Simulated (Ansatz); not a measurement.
# Convergence notes, G0W0 on Na2S (Fm-3m)

Na2S (Fm-3m) from a database structure, relaxed with r2SCAN; one-shot G0W0 in Ansatz without spin-orbit coupling. Spin-unpolarised throughout; all numbers are computed.

Space group Fm-3m (No. 225). a = 6.511 Å, b = 6.511 Å, c = 6.511 Å, α = 90.00°, β = 90.00°, γ = 90.00°
```csv
atom,site,symmetry,x,y,z
Na,8c,-43m,0.2500,0.7500,0.7500
S,4a,m-3m,0.0000,0.0000,0.0000
```

Gaps are read over the mesh points alone. G0W0 here is at a finite number of bands, screening cutoff and k mesh, not at the basis limit.
```tsv
start	potentials	frequency model	mesh	empty bands	screening cutoff (eV)	Kohn-Sham gap (eV)	G0W0 gap (eV)
PBE	PAW	contour deformation	6×6×6	205	120	2.53	4.12
PBE	PAW	contour deformation	6×6×6	511	220	2.53	4.22
PBE	PAW	contour deformation	6×6×6	939	300	2.53	4.25
HSE06	PAW	contour deformation	6×6×6	511	220	3.53	4.83
r2SCAN	PAW	contour deformation	6×6×6	511	220	3.09	4.59
PBE0	PAW	contour deformation	6×6×6	511	220	4.20	5.08
PBE	PAW	Godby-Needs pole	6×6×6	511	220	2.53	4.23
PBE	PAW	contour deformation	8×8×8	112	80	2.53	4.01
PBE	norm-conserving	contour deformation	6×6×6	511	220	2.53	4.20
```

G0W0 moves the gap on the mesh from 2.53 eV (PBE) to 4.25 eV (direct at Γ). Renormalisation factors Z lie between 0.73 and 0.81.

Raising bands and cutoff together moves the gap by +0.10 eV (120 to 220 eV), then +0.03 eV (220 to 300 eV); the last step is small, which bounds nothing strictly. Starting from HSE06 (3.53 eV against PBE's 2.53 eV) gives 4.83 eV, +0.61 eV from G0W0@PBE at the same screening cutoff. Starting from r2SCAN (3.09 eV against PBE's 2.53 eV) gives 4.59 eV, +0.37 eV from G0W0@PBE at the same screening cutoff. Starting from PBE0 (4.20 eV against PBE's 2.53 eV) gives 5.08 eV, +0.86 eV from G0W0@PBE at the same screening cutoff. The Godby-Needs plasmon pole differs from contour deformation by +0.01 eV. Norm-conserving potentials (wave cutoff 1197 eV against 420 eV) shift the quasiparticle gap by -0.02 eV and the PBE gap by 0.00 eV. r2SCAN runs take a wave cutoff of 500 eV.
